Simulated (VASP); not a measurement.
MoS2:

```
Mo S
1.0
     0.00000    2.93240    2.93240
     2.93240    0.00000    2.93240
     2.93240    2.93240    0.00000
Mo S
1 2
Direct
  0.00000 0.00000 0.00000
  0.25000 0.25000 0.25000
  0.75000 0.75000 0.75000
```

The cell was built by a generator and needn't be a form met in nature.

Base run:

| Quantity | Value |
| --- | --- |
| Program | VASP 6.6.1 |
| Functional | PBE |
| Potentials or basis | VASP PAW PBE potentials, release 64 (Mo_sv, S) |
| Cutoff | 520 eV |
| k mesh | 6 × 6 × 6 |
| Occupations | fermi-dirac, width 0.02 eV |
| Spin | no spin polarisation |

Its results: band gap on the k mesh none (metal or under the smearing width); pressure 0.8 GPa.

Task: The run is repeated on the same cell with these changes: k mesh from 6 × 6 × 6 to 6 × 6 × 6, shifted; further incar settings from ALGO = Fast; EDIFF = 1e-07; NBANDS = 20 to ALGO = Fast; EDIFF = 1e-06; NBANDS = 20. What comes out?

Result: Band gap on the k mesh none (metal or under the smearing width); pressure 0.2 GPa.
